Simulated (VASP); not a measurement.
The system is Zr.

```
Zr
1.0
    -1.79085    1.79085    1.79085
     1.79085   -1.79085    1.79085
     1.79085    1.79085   -1.79085
Zr
1
Direct
  0.00000 0.00000 0.00000
```

This isn't the form of Zr at room conditions, which is hcp.

```yaml
Program: VASP 6.6.1
Task: relaxation of cell and atoms
Functional: RPBE
Potentials_or_basis: VASP PAW PBE potentials, release 64 (Zr_sv)
Cutoff: 600 eV
k_mesh: 16 × 16 × 16
Occupations: gaussian, width 0.1 eV
Spin: no spin polarisation
```

At the start: pressure 1.8 GPa; volume 22.97 Å³/atom.

**Question.** Where does the relaxation end?

**Answer.** Over 3 steps the energy falls by 2.6 meV/atom and the volume is 23.45 Å³/atom (+2.1 %); space group Im-3m (No. 229, to 0.05 Å).

The path:
```tsv
step	energy change (eV)	largest force (eV/Å)	pressure (GPa)	volume (Å³)
1	0.0000	0.0000	1.77	22.97
2	-0.0010	0.0000	-1.32	23.83
3	-0.0026	0.0000	0.00	23.45
```

Final structure:
```xyz
1
Lattice="-1.8031 1.8031 1.8031 1.8031 -1.8031 1.8031 1.8031 1.8031 -1.8031" Properties=species:S:1:pos:R:3 pbc="T T T"
Zr    0.0000    0.0000    0.0000
```

Caveat: the PAW data sets were made with another functional, which shifts forces and pressure a little.
